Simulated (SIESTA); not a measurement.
Runs of SIESTA 5.4.2 on MnS. It takes space group Fm-3m (No. 225, cubic). Conventional cell: a = 5.209 Å, b = 5.209 Å, c = 5.209 Å, α = 90.00°, β = 90.00°, γ = 90.00°. Mn (site symmetry m-3m) has 6 S at 2.60 Å as nearest neighbours. Around S (site symmetry m-3m) lie 6 Mn at 2.60 Å. 

```tsv
task	level	potentials or basis	U	cell	k mesh	hubbard projector method	optimiser	force tolerance	stress tolerance (GPa)	grid cutoff	energy shift	gap on the mesh (eV)	pressure (GPa)	moment (μB)
relaxation of cell and atoms	RGE2+U	SG15 1.2 NC or PseudoDojo by element (PBE files), SZP (energy shift 0.002 Ry)	Mn d U = 6.2 eV	relaxed	7 × 7 × 7	2	Broyden	0.01 eV/Å	0.05	1200 Ry	0.002 Ry	1.42	0.0	5.00
band structure	LDA	PseudoDojo 0.4 standard (LDA files), DZP (energy shift 0.002 Ry)	-	as given	9 × 9 × 9	-	-	-	-	800 Ry	0.002 Ry	none	-10.5	4.62
band structure	PBE	PseudoDojo 0.4 standard (PBE files), SZ (energy shift 0.002 Ry)	-	as given	9 × 9 × 9	-	-	-	-	800 Ry	0.002 Ry	none	(a)	(c)
band structure	RPBE	PseudoDojo 0.4 standard (PBE files), DZP (energy shift 0.002 Ry)	-	as given	9 × 9 × 9	-	-	-	-	800 Ry	0.002 Ry	none	(b)	4.82
```

Alike in all rows: spin collinear, ferromagnetic start; smearing fermi-dirac 0.05 eV.

Fill in the values left out.

(a) 5.3; (b) 1.8; (c) 4.93.

Caveats: the basis of atomic orbitals isn't converged, which shifts pressures, moduli and gaps; a cell with one magnetic atom can't hold antiferromagnetic order, which such compounds often take; semilocal functionals often make such compounds metallic where correlation or magnetic order opens a gap, which also shifts bond lengths (some runs); the potentials were made for another functional, which shifts forces and pressure (some runs); semicore shells carry a single zeta, which can move pressures by several GPa and volumes by a few percent (some runs); an odd mesh through Γ misses points on the zone boundary, where band edges often lie (some runs); the basis has no polarisation orbitals (some runs).

A gap of «none» marks a metal or a gap under the smearing width.

Not every run made on this cell is shown here.
